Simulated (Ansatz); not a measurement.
Zincblende MgO, relaxed with r2SCAN, was run in Ansatz under altered settings. All numbers are computed, without spin polarisation but where a row says otherwise.

```yaml
crystal:
  lattice:
    - [0.00000, 2.28201, 2.28201]
    - [2.28201, 0.00000, 2.28201]
    - [2.28201, 2.28201, 0.00000]
  atoms:
    - { symbol: Mg, position: [0.00000, 0.00000, 0.00000] }
    - { symbol: O, position: [0.25000, 0.25000, 0.25000] }
```

The base run's other keys:
```yaml
kpoints:
  mp_grid: { grid: [4, 4, 4] }
hamiltonian:
  xc: hse06
scf:
  occupations: { method: fixed }
  n_extra_bands: 4
```

It takes 11 iterations with 459 plane waves at 420 eV and 8 k points, and leaves a mean stress of -0.01 GPa. The gap over this mesh is 5.275 eV. It ran on 4 threads of Arm Neoverse N1 (shared host).

Outcomes, with energy and stress as changes against the base:
```csv
setting,outcome,ΔF (meV/atom),Δ mean stress (GPa),gap on the mesh (eV),iterations,wall time
"PBE hybrid, exx coeff 0.2, omega 0.5 1/Å",converged,–,+1.1,4.430,11,3.5 s
"PBE hybrid, exx coeff 0.75, omega 0.5 1/Å",converged,–,-6.0,6.700,17,4.1 s
"PBE hybrid, exx coeff 0.15, omega 0.1 1/Å",converged,–,+1.5,4.820,10,3.4 s
"PBE hybrid, exx coeff 0.75, omega 0.2078 1/Å",converged,–,-7.0,8.773,18,4.2 s
scf.mixing.beta: 0.05,converged,0.0,0.0,5.275,13,3.5 s
```
A dash marks a value that wasn't obtained or can't be compared. Stress is positive in compression. The base took 3.4 s.

- PBE hybrid, exx coeff 0.2, omega 0.5 1/Å. That is 20 % exact exchange, screened with ω = 0.5 1/Å, against HSE06's 25 % screened at 0.208 1/Å. The mean stress moves by +1.1 GPa and the gap on the mesh by -0.845 eV (to 4.430). Totals of different functionals aren't comparable.
- PBE hybrid, exx coeff 0.75, omega 0.5 1/Å. That is 75 % exact exchange, screened with ω = 0.5 1/Å, against HSE06's 25 % screened at 0.208 1/Å. The mean stress moves by -6.0 GPa and the gap on the mesh by +1.425 eV (to 6.700). Totals of different functionals aren't comparable.
- PBE hybrid, exx coeff 0.15, omega 0.1 1/Å. That is 15 % exact exchange, screened with ω = 0.1 1/Å, against HSE06's 25 % screened at 0.208 1/Å. The mean stress moves by +1.5 GPa and the gap on the mesh by -0.455 eV (to 4.820). Totals of different functionals aren't comparable. The program warns that on this mesh the truncation of the exchange isn't bounded, so part of the change can be an error of the mesh.
- PBE hybrid, exx coeff 0.75, omega 0.2078 1/Å. That is 75 % exact exchange, screened with ω = 0.2078 1/Å, against HSE06's 25 % screened at 0.208 1/Å. The mean stress moves by -7.0 GPa and the gap on the mesh by +3.498 eV (to 8.773). Totals of different functionals aren't comparable. The program warns that on this mesh the truncation of the exchange isn't bounded, so part of the change can be an error of the mesh.

Within 1 meV an atom, 0.1 GPa and 0.005 eV of the base stay: scf.mixing.beta: 0.05.

The stress of a hybrid is loosely converged in these runs.

The meshes of the hybrids are coarse, so their gaps aren't converged to the digits shown.
